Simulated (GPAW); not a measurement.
Runs of GPAW 26.7.0 on Al2O3. Symmetry: P-3m1, No. 164, trigonal system. The conventional cell has a = 3.017 Å, b = 3.017 Å, c = 7.575 Å, α = 90.00°, β = 90.00°, γ = 120.00°. Al (site symmetry 3m) has 4 O at 1.68 to 1.84 Å as nearest neighbours. O (site symmetry -3m) is surrounded by 2 Al at 1.68 Å. O (site symmetry 3m) is surrounded by 3 Al at 1.84 Å. Measurements of this composition are mostly on another form, of space group No. 167.

| level | potentials or basis | eigensolver | gap on the mesh (eV) | pressure (GPa) | largest force (eV/Å) |
| --- | --- | --- | --- | --- | --- |
| revPBE | the program's PAW data sets (release 1.2.1) made for this functional, pw | - | 2.43 | 4.1 | (b) |
| BLYP | PAW data sets generated in the run's folder for this functional, pw | davidson | 2.54 | 2.8 | (a) |
| PBEsol | PAW data sets generated in the run's folder for this functional, pw | - | 2.23 | -1.8 | 0.07 |
| LDA | the program's PAW data sets (release 1.2.1) made for this functional, pw | - | 2.24 | -6.4 | 0.35 |
| r2SCAN | GPAW PAW data sets (gpaw-data 1.2.1), pw | - | 3.03 | -3.9 | 0.31 |

Alike in all rows: task band structure; no spin polarisation; cell as given; k mesh 7 × 7 × 3; cutoff (eV) 800; smearing fermi-dirac 0.05 eV.

Estimate the missing entries.

(a) 0.16; (b) 0.15.

Caveats: the PAW data sets were made with another functional, which shifts forces and pressure a little (some runs).

Runs at the PBE level aren't shown here.
